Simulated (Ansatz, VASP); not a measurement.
## Ru in VASP and in Ansatz

```
CELL_PARAMETERS angstrom
2.76500 0.00000 0.00000
-1.38250 2.39456 0.00000
0.00000 0.00000 3.94620
ATOMIC_POSITIONS crystal
Ru 0.33333 0.66667 0.25000
Ru 0.66667 0.33333 0.75000
```

Alike in both runs: task single point; functional PBEsol; k mesh 18 × 18 × 10; occupations gaussian, width 0.15 eV; no spin polarisation.

|  | VASP | Ansatz |
| --- | --- | --- |
| version | VASP 6.6.1 | Ansatz 0.2.0 |
| potentials or method | VASP PAW PBE potentials, release 64 (Ru_pv) | scalar-relativistic, plane waves, PAW |
| plane-wave cutoff (eV) | 520 | 420 |
| valence electrons in the cell | 28 | 32 |

|  | VASP | Ansatz | Ansatz less VASP |
| --- | --- | --- | --- |
| gap on the k mesh at the Fermi level (eV) | none | none | - |
| pressure (GPa) | 12.7 | 12.8 | +0.09 |
| largest component of the traceless stress (GPa) | 32.52 | 32.57 | +0.045 |

A gap of «none» marks a metal or a gap that the smearing closes. The two sets of potentials don't hold the same shells in valence. Ansatz warned: «pseudo_functional_mismatch».

Caveats: the PAW data sets were made with another functional, which shifts forces and pressure a little (VASP).
